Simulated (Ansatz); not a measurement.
# How settings move the results for C

```
C
1.0
     0.00000    1.78340    1.78340
     1.78340    0.00000    1.78340
     1.78340    1.78340    0.00000
C
2
Cartesian
  1.7834 1.7834 1.7834
  2.6751 2.6751 2.6751
```

Atom numbers follow the list: C1, C2.

Conventional cell: a = 3.567 Å, b = 3.567 Å, c = 3.567 Å, α = 90.00°, β = 90.00°, γ = 90.00°. C (atom 1) has 4 C at 1.54 Å as nearest neighbours.

The cell is COD entry 9008564, as deposited and not checked against the literature; nothing was relaxed.

These are results of DFT, PBE, all-electron LAPW, scalar-relativistic in Ansatz 0.2.0, not measurements.

Sampling and basis: a Γ-centred 16×16×16 k mesh, Fermi–Dirac smearing of 0.03 eV, basis error target 0.25 meV/atom, no spin polarisation. One setting is then changed at a time.

```json
{"LAPW cutoff (eV)": "531 (base)", "free energy less the base's (meV/atom)": "0.0", "P (GPa)": "1.73", "gap on the mesh (eV)": "4.141"}
{"LAPW cutoff (eV)": "120", "free energy less the base's (meV/atom)": "776", "P (GPa)": "?", "gap on the mesh (eV)": "?"}
{"LAPW cutoff (eV)": "150", "free energy less the base's (meV/atom)": "345", "P (GPa)": "2.96", "gap on the mesh (eV)": "4.219"}
{"LAPW cutoff (eV)": "220", "free energy less the base's (meV/atom)": "58.1", "P (GPa)": "1.83", "gap on the mesh (eV)": "4.108"}
{"LAPW cutoff (eV)": "500", "free energy less the base's (meV/atom)": "0.1", "P (GPa)": "1.73", "gap on the mesh (eV)": "4.141"}
```

Fill in "gap on the mesh (eV)" for the row "120".

3.732.

Fill in "P (GPa)" for the row "120".

4.38.
